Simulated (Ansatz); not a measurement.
ZrS2 (CdI2 type), relaxed with r2SCAN+rVV10, was run in the plane-wave code Ansatz under altered settings. All numbers are computed, without spin polarisation but where a row says otherwise.

```
Zr S
1.0
     3.67440    0.00000    0.00000
    -1.83720    3.18212    0.00000
     0.00000    0.00000    5.85686
Zr S
1 2
Cartesian
  0.0000 0.0000 0.0000
  0.0000 2.1214 1.4421
  1.8372 1.0607 4.4147
```

The base run's other keys:
```yaml
kpoints:
  mp_grid: { grid: [6, 6, 4] }
hamiltonian:
  xc: pbe
scf:
  occupations: { method: fixed }
  n_extra_bands: 4
```

It takes 6 iterations with 1339 plane waves at 420 eV and 24 k points, and leaves a mean stress of +1.38 GPa. The gap over this mesh is 0.881 eV. It ran on 4 threads of Arm Neoverse N1, on a shared host.

Outcomes, with energy and stress as changes against the base:
```tsv
setting	outcome	ΔF (meV/atom)	Δ mean stress (GPa)	gap on the mesh (eV)	iterations	wall time
hamiltonian.xc: r2scan (cutoff then 500 eV)	converged	–	-0.43	1.188	6	2.5 s
scf.mixing.preconditioner: resta	converged	0.0	0.00	0.881	6	1 s
basis.xc_grid: 3	converged	0.0	0.00	0.881	6	1.1 s
kpoints.mp_grid.grid: [4, 4, 4]	converged	+19.7	+0.27	0.857	6	0.81 s
kpoints.mp_grid.grid: [2, 2, 2]	converged	+323	+3.30	0.615	7	0.6 s
scf.occupations: gaussian 0.001	converged	0.0	0.00	0.881	6	1.1 s
accuracy: low	converged	0.0	0.00	0.881	6	1.1 s
hamiltonian.xc: lda	converged	–	-5.35	0.761	6	1 s
accuracy: high	converged	0.0	0.00	0.881	9	1.2 s
scf.occupations: methfessel_paxton 0.001	converged	0.0	0.00	0.881	6	1.1 s
basis.ecutwfc: 500	converged	-0.3	0.00	0.882	6	1.4 s
kpoints.mp_grid.grid: [5, 5, 5]	converged	+5.3	+0.09	0.951	6	0.99 s
basis.ecutwfc: 250	converged, warned	+111	+0.55	0.877	6	0.75 s
scf.mixing.beta: 1.9	refused	–	–	–	–	0.04 s
```
A dash marks a value that wasn't obtained or can't be compared. Stress is positive in compression. The base took 1 s.

- hamiltonian.xc: r2scan. The cutoff follows the functional, from 420 to 500 eV. The mean stress moves by -0.43 GPa (single components by up to 1.1) and the gap on the mesh by +0.307 eV (to 1.188). It's another functional on the same cell, so totals aren't comparable.
- kpoints.mp_grid.grid: [2, 2, 2]. The free energy moves by +323 meV an atom, the mean stress by +3.30 GPa and the gap on the mesh by -0.266 eV (to 0.615). The mesh is too coarse.
- hamiltonian.xc: lda. The mean stress moves by -5.35 GPa and the gap on the mesh by -0.120 eV (to 0.761). It's another functional on the same cell, so totals aren't comparable.
- basis.ecutwfc: 250. 615 plane waves in place of 1339. The free energy moves by +111 meV an atom, the mean stress by +0.55 GPa and the gap on the mesh by -0.004 eV (to 0.877). The basis is too small: these are errors of the cutoff. Warned: cutoff below recommended.
- scf.mixing.beta: 1.9. The input is refused before any iteration. Error: invalid value for `scf.mixing.beta`: must be finite and in (0, 1]; got 1.9

Within 1 meV an atom, 0.1 GPa and 0.005 eV of the base stay: scf.mixing.preconditioner: resta; basis.xc_grid: 3; scf.occupations: gaussian 0.001; accuracy: low; accuracy: high; scf.occupations: methfessel_paxton 0.001; basis.ecutwfc: 500.
